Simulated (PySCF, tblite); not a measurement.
Q: Give a GFN2-xTB geometry of InChI=1S/H4Si/h1H4.

A: 
```xyz
5
SiH4 angstrom
Si     0.0017    0.0005   -0.0033
H     -0.3321    1.2366   -0.7065
H     -0.6879   -1.1206   -0.6366
H      1.4444   -0.2201   -0.0627
H     -0.4175    0.1065    1.3919
```

Orientation and origin are arbitrary. Atoms count from 1 in this order. Si1 (four-coordinate silicon) is tetrahedral (angles from 109.4° to 109.5°).

Structure optimised with GFN2-xTB, isolated species.

Point group: Td (tolerance 0.08 Å). Its GFN2-xTB frequencies are all real (lowest 791 cm⁻¹).

The numbers are calculated, not measured.

***

Question: Give a GFN2-xTB geometry of `c1c[nH]cn1`.

Answer: 
Z-matrix in Å and degrees, rows numbered from 1:
```
C 
C   1  1.3643
N   2  1.3668  1  105.63
C   3  1.3551  2  106.63  1     0.00
N   4  1.3012  3  111.80  2    -0.01
H   1  1.0711  2  129.03  3   179.97
H   2  1.0702  1  131.95  3   179.91
H   3  1.0068  2  126.18  1  -179.87
H   4  1.0717  3  123.20  2   179.98
```

N3 (pyrrole-type nitrogen) is planar (angles 127.2°, 126.2° and 106.6°, sum 360.0°, 0.00 Å off the plane of its three neighbours). The 5-membered ring C1–C2–N3–C4–N5 has internal angles of 105.6° to 111.8°; it is planar, 0.00 Å rms from its mean plane, widest ring torsion 0°. N5 (pyridine-type nitrogen) is bent (angle 105.8°). The 5 heavy atoms lie in one plane (0.000 Å rms).

Computed geometry: GFN2-xTB, gas phase.

Point group: Cs (tolerance 0.08 Å). Stationary, but not proved a minimum.
